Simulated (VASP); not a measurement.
Set up this calculation in VASP 6.6.1, as the native input.

```
Task                   : single point
Functional             : PBE
Potentials or basis    : VASP PAW PBE potentials, release 64 (W_sv)
Cutoff                 : 520 eV
k mesh                 : 12 × 12 × 12
Occupations            : gaussian, width 0.1 eV
Spin                   : no spin polarisation
Further INCAR settings : ALGO = Normal; EDIFF = 1e-07
```

The structure of W lies in POSCAR:

```
W                                       
1.0
   -1.5932076511      1.5932076511      1.5932076511
    1.5932076511     -1.5932076511      1.5932076511
    1.5932076511      1.5932076511     -1.5932076511
  W             
     1
Direct
     0.0000000000000000    0.0000000000000000    0.0000000000000000
```

These files were run (other wordings do the same):

INCAR

```
SYSTEM = W
PREC = Accurate
ENCUT = 520
EDIFF = 1E-7
ISMEAR = 0
SIGMA = 0.1
LREAL = .False.
LASPH = .True.
NELM = 80
ALGO = Normal
ISIF = 2
LWAVE = .False.
LCHARG = .False.
GGA = PE
```

KPOINTS

```
regular mesh
0
Gamma
  12 12 12
  0 0 0
```

Potentials or basis: VASP PAW PBE potentials, release 64 (W_sv).

The run is started by

```bash
$ cat potpaw_PBE.64/W_sv/POTCAR > POTCAR
$ mpirun -np 1 vasp_std > vasp.out
```

Results of the run:

```
Pressure               : 0.0 GPa
Band gap on the k mesh : none (metal or under the smearing width)
```

Wall time 7.3 s on 1 thread of Intel(R) Xeon(R) Platinum 8488C (Sapphire Rapids) (shared host), peak memory 0.14 GiB.
